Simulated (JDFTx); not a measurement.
# Sn: equation of state with PBEsol

Sn:

```
Sn
1.0
     0.00000    3.23334    3.23334
     3.23334    0.00000    3.23334
     3.23334    3.23334    0.00000
Sn
2
Direct
  0.75000 0.75000 0.75000
  0.50000 0.50000 0.50000
```

This isn't the form of Sn at room conditions, which is tetragonal (white tin).

| Item | Value |
| --- | --- |
| Program | JDFTx 1.7.0 (patched build) |
| Task | equation of state |
| Functional | PBEsol |
| Potentials or basis | PseudoDojo-SR-PBEsol-0.4.1-standard with smoothed tails |
| Cutoff | 980 eV |
| Density cutoff | 7837 eV |
| k mesh | 7 × 7 × 7 |
| Occupations | fermi-dirac, width 0.05 eV |
| Spin | no spin polarisation |

| Quantity | Value |
| --- | --- |
| Equilibrium volume | 35.08 Å³/atom |
| Bulk modulus | 41 GPa |
| Pressure derivative of the bulk modulus | 5.0 |

Energy against volume, from the lowest point:
| volume (Å³/atom) | energy (meV/atom) |
| --- | --- |
| 31.775 | 48.78 |
| 32.451 | 29.57 |
| 33.127 | 15.62 |
| 33.803 | 6.37 |
| 34.479 | 1.33 |
| 35.155 | 0.00 |
| 35.831 | 1.96 |

Zero-point motion and thermal expansion aren't in these numbers.
